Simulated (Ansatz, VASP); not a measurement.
# ZnS: VASP beside Ansatz

```
Zn S
1.0
     3.73818    0.00000    0.00000
    -1.86909    3.23736    0.00000
     0.00000    0.00000    6.14276
Zn S
2 2
Direct
  0.33333 0.66667 0.99113
  0.66667 0.33333 0.49113
  0.33333 0.66667 0.38387
  0.66667 0.33333 0.88387
```

Change from the starting cell: polar distortion scaled by 0.85.

Alike in both runs: task single point; functional LDA; k mesh 9 × 9 × 6; no spin polarisation.

```csv
,VASP,Ansatz
version,VASP 6.6.1,Ansatz 0.2.0
potentials or method,"VASP PAW LDA potentials, release 64 (Zn, S)","scalar-relativistic, plane waves, PAW"
plane-wave cutoff (eV),520,420
occupations,"gaussian, width 0.01 eV",fixed
valence electrons in the cell,36,36
```

```csv
,VASP,Ansatz,Ansatz less VASP
gap on the k mesh at the Fermi level (eV),2.28,2.24,-0.039
least direct gap on the mesh (eV),2.28,2.24,-0.039
pressure (GPa),0.8,0.6,-0.25
largest component of the traceless stress (GPa),3.14,3.09,-0.053
rms of the force components (eV/Å),0.341,0.337,-0.0047
```

Atom by atom the forces differ by 0.005 eV/Å (rms over components). Ansatz warned: «pseudo_functional_mismatch».
